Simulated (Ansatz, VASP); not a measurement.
# Os in VASP and in Ansatz

```
CELL_PARAMETERS angstrom
2.73488 0.00000 0.00000
-1.36744 2.36847 0.00000
0.00000 0.00000 4.32658
ATOMIC_POSITIONS crystal
Os 0.33333 0.66667 0.25000
Os 0.66667 0.33333 0.75000
```

Alike in both runs: functional PBE; dispersion D3(BJ); k mesh 18 × 18 × 10; occupations gaussian, width 0.1 eV; no spin polarisation.

Ansatz relaxed the structure, and its values are those at the end. VASP's run is a single point on that final structure, the one shown.

|  | VASP | Ansatz |
| --- | --- | --- |
| version | VASP 6.6.1 | Ansatz 0.2.0 |
| potentials or method | VASP PAW PBE potentials, release 64 (Os) | scalar-relativistic, plane waves, PAW |
| plane-wave cutoff (eV) | 520 | 420 |
| valence electrons in the cell | 16 | 32 |

|  | VASP | Ansatz | Ansatz less VASP |
| --- | --- | --- | --- |
| gap on the k mesh at the Fermi level (eV) | none | none | - |
| pressure (GPa) | 0.0 | 0.0 | 0.00 |

A gap of «none» marks a metal or a gap that the smearing closes. The two sets of potentials don't hold the same shells in valence.

Caveats: pairwise dispersion overbinds metals, which lowers pressure and volume. Spin-orbit coupling is left out, which matters for the levels of Os.
